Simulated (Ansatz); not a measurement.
## Electric field gradients in SnS₂

The cell is a structure deposited in the COD, ions relaxed with PBE at fixed cell.

```
CELL_PARAMETERS angstrom
3.60500 0.00000 0.00000
-1.80250 3.12202 0.00000
0.00000 0.00000 5.46000
ATOMIC_POSITIONS crystal
Sn 0.00000 0.00000 0.00000
S 0.66667 0.33333 0.72870
S 0.33333 0.66667 0.27130
```

Atom numbers follow the list; atoms alike are taken as one site, whose name carries the number of the first.

Level of theory: DFT, PBE, plane waves and PAW, with spin–orbit coupling, 420 eV cutoff, Γ-centred 14×14×8 k-points, Fermi–Dirac smearing 0.02 eV (Ansatz 0.2.0).

V_zz is the principal component of the electric field gradient with the largest magnitude, η = (V_xx − V_yy)/V_zz and C_Q = eQV_zz/h.

³³S: I = 3/2, Q = -69.40 mb. Q values from Pyykkö, Mol. Phys. 116, 1328 (2018).

Q: Give the quadrupolar parameters of the distinct sites.

A: 

```
site  atoms (order as listed)     first shell  V_zz (10²¹ V/m²)     η  C_Q (MHz)
  Sn                        1   6 S at 2.55 Å              0.78  0.00          –
   S                     2, 3  3 Sn at 2.55 Å             -3.41  0.00       5.72
```

An axis of threefold or higher order runs through Sn and S, so V_zz lies along it and η is zero.

Sn has no stable isotope with a ground-state quadrupole moment in the table, so no C_Q is given.

At this cell the PBE pressure is 7 GPa, so with PBE the cell would grow if it were relaxed.

The run took 43 s of wall time (43 s of CPU time) and 0.92 GiB at its peak, on 1 thread of Intel Xeon 6975P-C (Granite Rapids) (x86_64; 16 cores open to the job, memory cap 3.0 GiB, no GPU), a shared host with a load of 0.6 a core.
